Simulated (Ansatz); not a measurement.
Geometry optimisation in Ansatz: input, command and trajectory.

```yaml
crystal:
  lattice:
    - [11.5, 0.0, 0.0]
    - [0.0, 9.3, 0.0]
    - [0.0, 0.0, 4.7632312434]
  atoms:
    - { symbol: Ga, position: [0.3912740694, 0.5, 0.0], spin: 0.5 }
    - { symbol: Sb, position: [0.3912740694, 0.5, 0.5], spin: 0.5 }
    - { symbol: Sb, position: [0.6087259306, 0.5, 0.0], spin: 0.5 }
    - { symbol: Ga, position: [0.6087259306, 0.5, 0.5], spin: 0.5 }
basis:
  ecutwfc: 420
kpoints:
  mp_grid: { grid: [1, 1, 14] }
hamiltonian:
  xc: pbesol
scf:
  occupations: { method: gaussian, width: 0.05 }
output:
  forces: true
  stress: true
  eigenvalues: true
  populations: true
  write_density: true
  write_potential: true
  elf: true
  volumetric_format: npy
magnetization:
  spin_polarized: true
relax:
  adjacent_minimum: "off"
  f_tol: 0.01
  max_steps: 45
  cell: { fix: [a, b, alpha, beta, gamma], stress_tol: 0.03 }
```

```bash
ansatz run input.yaml --threads 2 --pin off --max-ram 5120MiB --backend cpu --events-out ev --progress --plain --runs-dir out
```

Method: DFT PBEsol, scalar-relativistic, plane waves, PAW (Ansatz 0.2.0).

Of 8 frames 8 are shown, positions in Å and forces in eV/Å; the SCF threshold varies from step to step. Steps run on the plane waves of an earlier cell, with a Pulay correction in the pressure. The basis is chosen afresh for the last frame, the zero of the energies, and can be on the way; energy and pressure step there, also at an unchanged geometry.

```xyz
4
Lattice="11.5000 0.0000 0.0000 0.0000 9.3000 0.0000 0.0000 0.0000 4.7632" Properties=species:S:1:pos:R:3:forces:R:3 pbc="T T T" step=1 free_energy_over_end_meV_per_atom=296.40 pressure_GPa=2.67
Ga    4.4997    4.6500    0.0000   -0.9020    0.0000    0.0000
Sb    4.4997    4.6500    2.3816   -1.5190    0.0000    0.0000
Sb    7.0003    4.6500    0.0000    1.5190    0.0000    0.0000
Ga    7.0003    4.6500    2.3816    0.9020    0.0000    0.0000
4
Lattice="11.5000 0.0000 0.0000 0.0000 9.3000 0.0000 0.0000 0.0000 4.9954" Properties=species:S:1:pos:R:3:forces:R:3 pbc="T T T" step=2 free_energy_over_end_meV_per_atom=64.92 pressure_GPa=0.81
Ga    4.4665    4.6500    0.0000    0.3130    0.0000    0.0000
Sb    4.3549    4.6500    2.4977    0.0140    0.0000    0.0000
Sb    7.1451    4.6500    0.0000   -0.0140    0.0000    0.0000
Ga    7.0335    4.6500    2.4977   -0.3130    0.0000    0.0000
4
Lattice="11.5000 0.0000 0.0000 0.0000 9.3000 0.0000 0.0000 0.0000 5.1828" Properties=species:S:1:pos:R:3:forces:R:3 pbc="T T T" step=3 free_energy_over_end_meV_per_atom=9.53 pressure_GPa=0.10
Ga    4.5370    4.6500    0.0000    0.2160    0.0000    0.0000
Sb    4.3110    4.6500    2.5914    0.0040    0.0000    0.0000
Sb    7.1890    4.6500    0.0000   -0.0040    0.0000    0.0000
Ga    6.9630    4.6500    2.5914   -0.2160    0.0000    0.0000
4
Lattice="11.5000 0.0000 0.0000 0.0000 9.3000 0.0000 0.0000 0.0000 5.2062" Properties=species:S:1:pos:R:3:forces:R:3 pbc="T T T" step=4 free_energy_over_end_meV_per_atom=4.31 pressure_GPa=-0.14
Ga    4.7307    4.6500    0.0000   -0.0780    0.0000    0.0000
Sb    4.1408    4.6500    2.6031    0.1140    0.0000    0.0000
Sb    7.3592    4.6500    0.0000   -0.1140    0.0000    0.0000
Ga    6.7693    4.6500    2.6031    0.0780    0.0000    0.0000
4
Lattice="11.5000 0.0000 0.0000 0.0000 9.3000 0.0000 0.0000 0.0000 5.1978" Properties=species:S:1:pos:R:3:forces:R:3 pbc="T T T" step=5 free_energy_over_end_meV_per_atom=0.92 pressure_GPa=0.00
Ga    4.6433    4.6500    0.0000    0.0570    0.0000    0.0000
Sb    4.2269    4.6500    2.5989    0.0020    0.0000    0.0000
Sb    7.2731    4.6500    0.0000   -0.0020    0.0000    0.0000
Ga    6.8567    4.6500    2.5989   -0.0570    0.0000    0.0000
4
Lattice="11.5000 0.0000 0.0000 0.0000 9.3000 0.0000 0.0000 0.0000 5.1836" Properties=species:S:1:pos:R:3:forces:R:3 pbc="T T T" step=6 free_energy_over_end_meV_per_atom=0.60 pressure_GPa=0.03
Ga    4.6766    4.6500    0.0000   -0.0290    0.0000    0.0000
Sb    4.2033    4.6500    2.5918   -0.0280    0.0000    0.0000
Sb    7.2967    4.6500    0.0000    0.0280    0.0000    0.0000
Ga    6.8234    4.6500    2.5918    0.0290    0.0000    0.0000
4
Lattice="11.5000 0.0000 0.0000 0.0000 9.3000 0.0000 0.0000 0.0000 5.1899" Properties=species:S:1:pos:R:3:forces:R:3 pbc="T T T" step=7 free_energy_over_end_meV_per_atom=0.55 pressure_GPa=0.00
Ga    4.6713    4.6500    0.0000    0.0000    0.0000    0.0000
Sb    4.2038    4.6500    2.5950    0.0010    0.0000    0.0000
Sb    7.2962    4.6500    0.0000   -0.0010    0.0000    0.0000
Ga    6.8287    4.6500    2.5950    0.0000    0.0000    0.0000
4
Lattice="11.5000 0.0000 0.0000 0.0000 9.3000 0.0000 0.0000 0.0000 5.1899" Properties=species:S:1:pos:R:3:forces:R:3 pbc="T T T" step=8 free_energy_over_end_meV_per_atom=0.00 pressure_GPa=0.01
Ga    4.6713    4.6500    0.0000    0.0000    0.0000    0.0000
Sb    4.2038    4.6500    2.5950    0.0020    0.0000    0.0000
Sb    7.2962    4.6500    0.0000   -0.0020    0.0000    0.0000
Ga    6.8287    4.6500    2.5950    0.0000    0.0000    0.0000
```

It took 110 s on 2 threads of Arm Neoverse V2, with other jobs on the host, peak memory 0.93 GiB.

Spin-orbit coupling is left out, which matters for the bands of heavy elements.